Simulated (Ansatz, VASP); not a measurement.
## AlFe3: VASP beside Ansatz

Wanted: the spread between two codes on one cell, functional and k mesh.

Program: Ansatz 0.2.0. Level of theory: plane waves, with VASP 6.6.1 beside it; relaxation of cell and atoms at r2SCAN. Results are calculated unless marked as measured.

## (1) The structure

It takes space group Fm-3m (No. 225, cubic). The conventional cell has a = 5.774 Å, b = 5.774 Å, c = 5.774 Å, α = 90.00°, β = 90.00°, γ = 90.00°. Nearest to Al lie 8 Fe at 2.50 Å. Fe has 8 Fe at 2.50 Å nearest. Nearest to Fe lie 4 Al at 2.50 Å and 4 Fe at 2.50 Å. Farther neighbours are not listed.

As a file:

```cif
data_structure
_symmetry_space_group_name_H-M 'Fm-3m'
_symmetry_Int_Tables_number 225
_cell_length_a 5.7743
_cell_length_b 5.7743
_cell_length_c 5.7743
_cell_angle_alpha 90.000
_cell_angle_beta 90.000
_cell_angle_gamma 90.000
_cell_volume 192.53
loop_
_atom_site_label
_atom_site_type_symbol
_atom_site_symmetry_multiplicity
_atom_site_Wyckoff_symbol
_atom_site_fract_x
_atom_site_fract_y
_atom_site_fract_z
_atom_site_occupancy
Al1 Al 4 a 0.00000 0.00000 0.00000 1
Fe1 Fe 4 b 0.50000 0.00000 0.00000 1
Fe2 Fe 8 c 0.25000 0.75000 0.75000 1
```

## (2) Ansatz: relaxation of cell and atoms, r2SCAN

Ansatz runs on its default PAW (the set named soft_2) files.

The relaxed volume is the usual yardstick between codes: its relative difference is about their pressure difference at one cell divided by the bulk modulus.

The input, input.yaml:

```yaml
crystal:
  lattice:
    - [0.0, 2.8871421494, 2.8871421494]
    - [2.8871421494, 0.0, 2.8871421494]
    - [2.8871421494, 2.8871421494, 0.0]
  atoms:
    - { symbol: Al, position: [0.0, 0.0, 0.0] }
    - { symbol: Fe, position: [0.5, 0.5, 0.5], spin: 3.0 }
    - { symbol: Fe, position: [0.25, 0.25, 0.25], spin: 3.0 }
    - { symbol: Fe, position: [0.75, 0.75, 0.75], spin: 3.0 }
hamiltonian:
  xc: r2scan
  pseudopotentials: { kind: paw }
magnetization:
  spin_polarized: true
kpoints:
  mp_grid: { grid: [6, 6, 6] }
scf:
  occupations: { method: fermi_dirac, width: 0.05 }
relax:
  f_tol: 0.01
  max_steps: 60
  cell: { stress_tol: 0.05 }
output:
  forces: true
  stress: true
```

Run with:

```sh
$ ansatz run input.yaml --threads 4 --pin off --max-ram 9216MiB --backend cpu --events-out ev --progress --plain --runs-dir out
```

Numbers of over 12 decimals in the logs are rounded to 6 here.

The program printed:

```text
Engine: ansatz 0.2.0, aarch64-unknown-linux-gnu
Pseudopotentials: kind: paw
Pseudopotential: Al, paw, valence charge 3, recommended cutoff 500 eV (meta_gga), Al.paw.azcp
Pseudopotential: Fe, paw, valence charge 16, recommended cutoff 500 eV (meta_gga), Fe.paw.azcp
Functional definition: r2SCAN
  parameter k0 = 0.174
  parameter k1 = 0.065
  parameter a1 = 4.9479
  exchange = r2scan_x(k0 = k0, k1 = k1, a1 = a1)
  correlation = r2scan_c
Crystal: 4 atoms, lattice volume = 48.132 Å³
Basis set: ecut = 500 eV, 1243 PW (Γ), exchange–correlation on 120×120×120 points (64 copies of the dense FFT grid, shifted against one another)
Bands: 36, of which v1, the nominal top of the filled ones, is band 26 counted from 1 (25 counted from 0)
Symmetry: 48 space group operations
Space group: Fm-3m (ITA 225), of the structure as read, at distance tolerance 3.6e-5 Å
Magnetic group: BNS 225.116 (UNI 1618), of the structure as read, at distance tolerance 3.6e-5 Å
k-points: 16 of 216
Non-local potential: Al, projectors of the file, l = 0: 2, l = 1: 2, l = 2: 1
Non-local potential: Fe, projectors of the file, l = 0: 3, l = 1: 2, l = 2: 3, l = 3: 1
PAW form: soft (Blöchl's): semilocal exchange-correlation on the pseudo side does not see the compensation charge
PAW frozen core: Al, regenerated for the run's functional (the file was generated under x = pbe(κ = 0.804, μ = 0.219515), c = pbe(β = 0.066725))
PAW frozen core: Fe, regenerated for the run's functional (the file was generated under x = pbe(κ = 0.804, μ = 0.219515), c = pbe(β = 0.066725))
PAW one-centre angular grid: Al, 302 points (default); XC on 160 Gauss nodes
PAW one-centre angular grid: Fe, 590 points (default); XC on 160 Gauss nodes
Initial density: superposition of atomic densities (chi_scale 0.1, normalization cell)
Starting moments: Σ|m| = 9 μB on 3 of 4 sites
Initial wavefunctions: pseudopotential atomic-orbital guess
Functional: x = r2scan, c = r2scan; τ floored in thin density (d = 2e-4 eV/Å³)
SCF iter   1: F=—  HF=-13997.318328 eV  |F-HF|=—  |Δ(HF+E_count)|=         —  Δρ=6.34e-2 (↑2.57e-2 ↓6.34e-2)  dr2=2.41e0  dr2_τ=1.84e-2  dr2_m=2.32e-1  M=8.212 μB ∫|m|=8.663 μB  β_m=1.00  ethr=3.10e-3  ⟨swp⟩=5.4  Hψ=4277  notcnv=0
Mixer restart at iter 1: flushing history
preconditioner: auto → Kerker (q_TF=auto, 2.755 Å⁻¹)  [metal: Δε(μ)=0.019 eV  Ē_g=8.101 eV  σ=0.050 eV  W_gap=0.10  n_scr=14 (ndim 8)  ℏωp=27.8 eV  f_vac=0.000  D(μ)=4.45/eV (n_scr^D=58)]
spin=Collinear: Kerker preconditioning applied to the charge; magnetization (m = ρ↑ − ρ↓) channel mixes plain (no charge-response kernel on spin).
SCF iter   2: F=—  HF=-13997.199455 eV  |F-HF|=—  |Δ(HF+E_count)|=   1.19e-1  Δρ=2.30e-2 (↑1.01e-2 ↓2.30e-2)  dr2=3.74e-1  dr2_τ=7.96e-3  dr2_m=3.76e-2  M=8.006 μB ∫|m|=8.829 μB  β_m=1.00  ethr=3.10e-3  ⟨swp⟩=2.3  Hψ=2089  notcnv=0  defer=78  κ⁻¹=1.0e0(r=1)
SCF iter   3: F=—  HF=-13997.806204 eV  |F-HF|=—  |Δ(HF+E_count)|=   6.07e-1  Δρ=9.36e-3 (↑9.08e-3 ↓9.36e-3)  dr2=1.90e-1  dr2_τ=8.90e-4  dr2_m=1.49e-4  M=7.942 μB ∫|m|=8.888 μB  β_m=1.00  ethr=7.34e-4  ⟨swp⟩=2.2  Hψ=1729  notcnv=0  defer=79  κ⁻¹=2.4e-2(r=2)
SCF iter   4: F=—  HF=-13998.131815 eV  |F-HF|=—  |Δ(HF+E_count)|=         —  Δρ=1.03e-2 (↑7.14e-3 ↓1.03e-2)  dr2=1.92e-1  dr2_τ=6.08e-4  dr2_m=5.17e-3  M=7.826 μB ∫|m|=8.775 μB  β_m=1.00  ethr=3.73e-4  ⟨swp⟩=3.1  Hψ=1780  notcnv=0  defer=79
Mixer restart at iter 4: flushing history
SCF iter   5: F=—  HF=-13998.377671 eV  |F-HF|=—  |Δ(HF+E_count)|=   2.46e-1  Δρ=8.45e-3 (↑6.18e-3 ↓8.45e-3)  dr2=1.50e-1  dr2_τ=5.24e-4  dr2_m=2.79e-3  M=7.737 μB ∫|m|=8.716 μB  β_m=1.00  ethr=3.73e-4  ⟨swp⟩=2.2  Hψ=1439  notcnv=0  defer=79  κ⁻¹=1.0e0(r=1)
SCF iter   6: F=—  HF=-13998.620771 eV  |F-HF|=—  |Δ(HF+E_count)|=   2.43e-1  Δρ=5.57e-3 (↑3.72e-3 ↓5.57e-3)  dr2=4.02e-2  dr2_τ=1.58e-4  dr2_m=3.77e-3  M=7.297 μB ∫|m|=8.449 μB  β_m=1.00  ethr=2.95e-4  ⟨swp⟩=3.5  Hψ=2570  notcnv=0  defer=76  κ⁻¹=1.5e-2(r=2)
SCF iter   7: F=—  HF=-13998.564209 eV  |F-HF|=—  |Δ(HF+E_count)|=   5.66e-2  Δρ=3.01e-3 (↑2.78e-3 ↓3.01e-3)  dr2=1.47e-2  dr2_τ=1.18e-4  dr2_m=1.66e-4  M=7.167 μB ∫|m|=8.375 μB  β_m=1.00  ethr=7.88e-5  ⟨swp⟩=2.1  Hψ=1737  notcnv=0  defer=77  κ⁻¹=1.3e-2(r=3)
SCF iter   8: F=—  HF=-13998.633671 eV  |F-HF|=—  |Δ(HF+E_count)|=   6.95e-2  Δρ=1.75e-3 (↑1.58e-3 ↓1.75e-3)  dr2=3.61e-3  dr2_τ=5.11e-5  dr2_m=4.54e-5  M=7.182 μB ∫|m|=8.375 μB  β_m=1.00  ethr=2.89e-5  ⟨swp⟩=2.5  Hψ=2310  notcnv=0  defer=77  κ⁻¹=1.0e-2(r=4)
[...]
SCF 1 converged in 18 iterations: F = -13998.648743 eV  dr2 = 2.56e-8
  greatest PAW one-centre occupation: 1.004 electrons in one spin orbital (limit 2), on the Fe atom at site 1 (counted from 0), in its partial waves of l = 1
relax step   1: F+E_penalty+E_count = -13998.64874323 eV  Δ(F+E_penalty+E_count) = +0.000e0 eV  max|allowed force component| = 1.807e-18 eV/Å  Δτ_max = 0.0000 Å  P = +0.013 GPa  Ω = 48.132 Å³  (18 SCF iters, dr2 threshold 1.00e-7 eV, accepted)
Initial density: handed on by an earlier stage of this run
Starting moments: Σ|m| = 9 μB on 3 of 4 sites; this step starts from the density that it was given
Initial wavefunctions: pseudopotential atomic-orbital guess (no wavefunctions were taken with the density)
[...]
preconditioner: auto → none  [metal: Δε(μ)=0.052 eV  Ē_g=8.111 eV  σ=0.050 eV  W_gap=0.25  n_scr=8 (ndim 8)  ℏωp=27.8 eV  f_vac=0.000  D(μ)=4.69/eV (n_scr^D=58)]
[...]
SCF iter   5: F=—  HF=-13998.648743 eV  |F-HF|=—  |Δ(HF+E_count)|=   3.97e-9  Δρ=1.57e-6 (↑1.57e-6 ↓1.40e-6)  dr2=1.82e-9  dr2_τ=1.32e-11  dr2_m=5.32e-11  M=7.236 μB ∫|m|=8.394 μB  β_m=1.00  ethr=4.65e-11  ⟨swp⟩=2.3  Hψ=1873  notcnv=0  κ⁻¹=4.0e-5(r=4)
SCF iter   6: F=—  HF=-13998.648743 eV  |F-HF|=—  |Δ(HF+E_count)|=   4.57e-9  Δρ=9.30e-7 (↑9.30e-7 ↓8.87e-7)  dr2=1.09e-9  dr2_τ=3.87e-12  dr2_m=3.04e-11  M=7.236 μB ∫|m|=8.394 μB  β_m=1.00  ethr=3.57e-12  ⟨swp⟩=2.0  Hψ=1873  notcnv=0  κ⁻¹=3.9e-5(r=5)
SCF iter   7: F=—  HF=-13998.648743 eV  |F-HF|=—  |Δ(HF+E_count)|=  5.68e-10  Δρ=6.35e-7 (↑6.30e-7 ↓6.35e-7)  dr2=5.37e-10  dr2_τ=1.90e-12  dr2_m=3.30e-11  M=7.236 μB ∫|m|=8.394 μB  β_m=1.00  ethr=2.14e-12  ⟨swp⟩=1.3  Hψ=1174  notcnv=0  κ⁻¹=1.1e-6(r=6)
SCF iter   8: F=—  HF=-13998.648743 eV  |F-HF|=—  |Δ(HF+E_count)|=   1.88e-9  Δρ=8.33e-7 (↑3.60e-7 ↓8.33e-7)  dr2=3.97e-10  dr2_τ=3.30e-12  dr2_m=4.85e-11  M=7.236 μB ∫|m|=8.394 μB  β_m=1.00  ethr=1.05e-12  ⟨swp⟩=2.0  Hψ=1981  notcnv=0  κ⁻¹=2.7e-7(r=7)
SCF iter   9: F=—  HF=-13998.648743 eV  |F-HF|=—  |Δ(HF+E_count)|=  3.82e-10  Δρ=4.29e-7 (↑2.13e-7 ↓4.29e-7)  dr2=1.20e-10  dr2_τ=8.75e-13  dr2_m=1.24e-11  M=7.236 μB ∫|m|=8.394 μB  β_m=1.00  ethr=1.00e-12  ⟨swp⟩=1.8  Hψ=1394  notcnv=0  κ⁻¹=2.1e-7(r=8)
SCF iter  10: F=—  HF=-13998.648743 eV  |F-HF|=—  |Δ(HF+E_count)|=  3.24e-10  Δρ=2.46e-7 (↑1.57e-7 ↓2.46e-7)  dr2=4.79e-11  dr2_τ=2.35e-13  dr2_m=3.74e-12  M=7.236 μB ∫|m|=8.394 μB  β_m=1.00  ethr=1.00e-12  ⟨swp⟩=1.5  Hψ=1359  notcnv=0  κ⁻¹=1.7e-6(r=8)
SCF iter  11: F=—  HF=-13998.648743 eV  |F-HF|=—  |Δ(HF+E_count)|=  1.46e-10  Δρ=6.38e-8 (↑6.38e-8 ↓5.28e-8)  dr2=4.09e-12  dr2_τ=1.34e-14  dr2_m=4.60e-13  M=7.236 μB ∫|m|=8.394 μB  β_m=1.00  ethr=1.00e-12  ⟨swp⟩=1.6  Hψ=1328  notcnv=0  κ⁻¹=2.4e-6(r=8)
SCF iter  12: F=—  HF=-13998.648743 eV  |F-HF|=—  |Δ(HF+E_count)|=  2.18e-11  Δρ=4.43e-8 (↑4.43e-8 ↓3.01e-8)  dr2=1.97e-12  dr2_τ=1.02e-14  dr2_m=8.93e-14  M=7.236 μB ∫|m|=8.394 μB  β_m=1.00  ethr=1.00e-12  ⟨swp⟩=1.0  Hψ=1152  notcnv=0  κ⁻¹=5.0e-7(r=8)
SCF iter  13: F=—  HF=-13998.648743 eV  |F-HF|=—  |Δ(HF+E_count)|=  2.18e-11  Δρ=2.86e-8 (↑2.60e-8 ↓2.86e-8)  dr2=8.42e-13  dr2_τ=3.54e-15  dr2_m=7.29e-14  M=7.236 μB ∫|m|=8.394 μB  β_m=1.00  ethr=1.00e-12  ⟨swp⟩=1.0  Hψ=1152  notcnv=0  κ⁻¹=6.7e-6(r=8)
SCF iter  14: F=-13998.648743 eV  HF=-13998.648743 eV  |F-HF|=1.64e-11  |Δ(HF+E_count)|=  2.00e-11  Δρ=2.03e-7 (↑4.95e-8 ↓2.03e-7)  dr2=2.44e-11  dr2_τ=1.44e-13  dr2_m=3.92e-12  M=7.236 μB ∫|m|=8.394 μB  ethr=1.00e-12  ⟨swp⟩=2.1  Hψ=3045  notcnv=0
SCF 2 converged in 14 iterations: F = -13998.648743 eV  dr2 = 2.44e-11
relax step   2: F+E_penalty+E_count = -13998.64874325 eV  Δ(F+E_penalty+E_count) = -1.854e-8 eV  max|allowed force component| = 1.030e-18 eV/Å  Δτ_max = 0.0000 Å  P = +0.014 GPa  Ω = 48.132 Å³  stress off target by 1.41e-2 GPa  SCF on the basis re-selected at this cell (its energy is not comparable with the rows above)  (14 SCF iters)
basis re-selected at this cell: Δ(F+E_penalty+E_count) = -1.854e-8 eV, ΔP = +0.001 GPa vs the last step (what re-selecting the basis moved, of the pressure what is left beyond the Pulay correction that the steps carried, after the strain that the cell walked since its last selection, with what the two solves' SCF thresholds leave and, on support functions, any second-order correction that the steps lacked; it is no m [...]
SCF converged after 14 iterations
Stability not checked: this state was not tested for a lower state beside it, because the mixer in use, unlike msr1, does not test its closes by its own steps (another_mixer; see scf.mixing.algorithm and scf.lower_state_search)
Magnetization: 7.2363 μB (29.1182 up, 21.8818 down)
Absolute magnetization: 8.3945 μB (∫|ρ↑−ρ↓|, with the PAW one-centre terms)
Spin contamination: 0.3465 ħ² per cell (⟨S²⟩ above its minimum at these occupations)
Per-site moments (μB) at R_I (Å): [(-0.120501, 1.031390), (2.619703, 1.031390), (2.576571, 1.031390), (2.576571, 1.031390)]
Free energy (F): -13998.648743 eV
Harris-Foulkes:  -13998.648743 eV  (|F-HF|=1.64e-11)
Internal energy: -13998.611302 eV  (E = F + TS)
E sigma→0 (E₀):  -13998.630023 eV
Entropy (-TS):   -0.037441 eV (-9.360 meV/atom)
Fermi energy:    15.929465 eV
--- Per-component energies (eV) ---
  E_band       = -802.000198
  E_kinetic    = 1075.552313
  E_local      = -7470.840784  (includes V_loc(G=0)·N_el)
  E_nonlocal   = 677.686109
  E_hartree    = 3191.862491
  E_xc         = -377.312083
  E_vxc        = -536.852133  (∫ρ·V_xc dr)
  E_paw        = -4610.684299  (= ΣΔE_a)
  E_vpaw       = -969.003996  (= ΣTr[D̂ρ^β])
  E_aug_tail   = 0.000783  (compensation charges beyond the density's cutoff)
  E_vtau       = 37.732078  (kinetic-family band-sum trace: ∫τ·v_τ [+ j·A + Jᵃ·Aᵃ] dr)
  E_ewald      = -6483.947300
  E_core_change = -0.928533  (= ΣΔE_core)
  E_smearing   = -0.037441  (= −TS)
  E_closure    = -0.000000  (closes the sum)
  Σ components = -13998.648743   (vs F -13998.648743, Δ=0.00e0)
--- Forces (eV/Å), atoms counted from 1 ---
  atom   1  Al    -0.00000000     0.00000000    -0.00000000
  atom   2  Fe     0.00000000    -0.00000000     0.00000000
  atom   3  Fe     0.00000000    -0.00000000     0.00000000
  atom   4  Fe     0.00000000    -0.00000000     0.00000000
  max |Σ_I F_I| component: 1.66e-18 eV/Å
--- Stress (GPa, compression-positive) ---
        0.014074      -0.000000       0.000000
        0.000000       0.014074       0.000000
       -0.000000       0.000000       0.014074
  P = ⅓ Tr σ = 0.0141 GPa (0.141 kbar)
--- Relaxed structure (1 steps of the walk, 1 accepted, 1 SCFs on fresh bases) ---
  F+E_penalty+E_count = -13998.64874325 eV   max|allowed force component| = 1.030e-18 eV/Å   (the final SCF, on the basis selected at the relaxed cell)
  cell:  # Å, volume = 48.1321 Å³
    - [0.0, 2.8871421494, 2.8871421494]
    - [2.8871421494, 0.0, 2.8871421494]
    - [2.8871421494, 2.8871421494, 0.0]
  atoms:
    - { symbol: Al, position: [0.0, 0.0, 0.0] }
    - { symbol: Fe, position: [0.5, 0.5, 0.5] }
    - { symbol: Fe, position: [0.25, 0.25, 0.25] }
    - { symbol: Fe, position: [0.75, 0.75, 0.75] }
```

The job ended after 8.5 s (4 threads of Arm Neoverse V1, shared host; peak memory 0.51 GiB; 30 s of CPU time).

(Part 1 of 2 ends here.)

[Lines on the potential files, build, host, timing and source positions are cut from VASP's logs without a mark.]

[Logs are printed without paths, hosts, clocks, repeated set-up lines and the standing remarks that a program may print on its own settings, such as how far it seeks lower states.]

[Hosts, paths, dates, database ids (printed as entryN), source tags and the programs' standing remarks are cut or masked in the printed files.]
